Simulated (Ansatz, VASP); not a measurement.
**One calculation of Mo2H5, two programs**

File INCAR:

```
SYSTEM = Mo2H5
ALGO = Normal
EDIFF = 1E-6
ENCUT = 520
GGA = PE
ISIF = 2
ISMEAR = 0
LASPH = .True.
LCHARG = .False.
LREAL = .False.
LWAVE = .False.
NBANDS = 26
NELM = 100
PREC = Accurate
SIGMA = 0.1
```

The input KPOINTS:

```
k-points
0
Gamma
  4 4 4
  0 0 0
```

Contents of POSCAR:

```
Mo2H5
1.0
    4.0011506100      0.0000000000      0.0000000000
    0.0000000000      4.0011506100      0.0000000000
    0.0000000000      0.0000000000      4.6032072400
H Mo
5 2
Direct
    0.0000000000      0.0000000000      0.1111720800
    0.0000000000      0.0000000000      0.4407222000
    0.0000000000      0.0000000000      0.8504752800
    0.0000000000      0.5000000000      0.9345355700
    0.5000000000      0.0000000000      0.9345355700
    0.0000000000      0.5000000000      0.3054015400
    0.5000000000      0.0000000000      0.3054015400
```

Input for Ansatz:

```yaml
crystal:
  lattice:
    - [4.00115061, 0.0, 0.0]
    - [0.0, 4.00115061, 0.0]
    - [0.0, 0.0, 4.60320724]
  atoms:
    - { symbol: H, position: [0.0, 0.0, 0.11117208] }
    - { symbol: H, position: [0.0, 0.0, 0.4407222] }
    - { symbol: H, position: [0.0, 0.0, 0.85047528] }
    - { symbol: H, position: [0.0, 0.5, 0.93453557] }
    - { symbol: H, position: [0.5, 0.0, 0.93453557] }
    - { symbol: Mo, position: [0.0, 0.5, 0.30540154] }
    - { symbol: Mo, position: [0.5, 0.0, 0.30540154] }
basis:
  ecutwfc: 420
kpoints:
  mp_grid: { grid: [4, 4, 4] }
hamiltonian:
  xc: pbe
scf:
  occupations: { method: gaussian, width: 0.1 }
  lower_state_search: "off"
output:
  forces: true
  stress: true
  eigenvalues: true
```

Alike in both runs: task single point; functional PBE; k mesh 4 × 4 × 4; occupations gaussian, width 0.1 eV; no spin polarisation.

|  | VASP | Ansatz |
| --- | --- | --- |
| version | VASP 6.6.1 | Ansatz 0.2.0 |
| potentials or method | VASP PAW PBE potentials, release 64 (H, Mo_sv) | scalar-relativistic, plane waves, PAW |
| plane-wave cutoff (eV) | 520 | 420 |
| valence electrons in the cell | 33 | 33 |

Ansatz gave:

- gap on the k mesh at the Fermi level (eV): none
- pressure (GPa): -13.6
- largest component of the traceless stress (GPa): 4.75
- rms of the force components (eV/Å): 0.401

Question: Estimate VASP's values.

Answer: gap on the k mesh at the Fermi level (eV): none; pressure (GPa): -13.7; largest component of the traceless stress (GPa): 4.67; rms of the force components (eV/Å): 0.401.

Atom by atom the forces differ by 0.001 eV/Å (rms over components). A gap of «none» marks a metal or a gap that the smearing closes.

Caveats: the k mesh is coarse (spacing up to 0.39 Å⁻¹), so the values aren't converged; forces of over 1 eV/Å show positions far from the minimum, so gaps and moduli don't describe the material at rest.
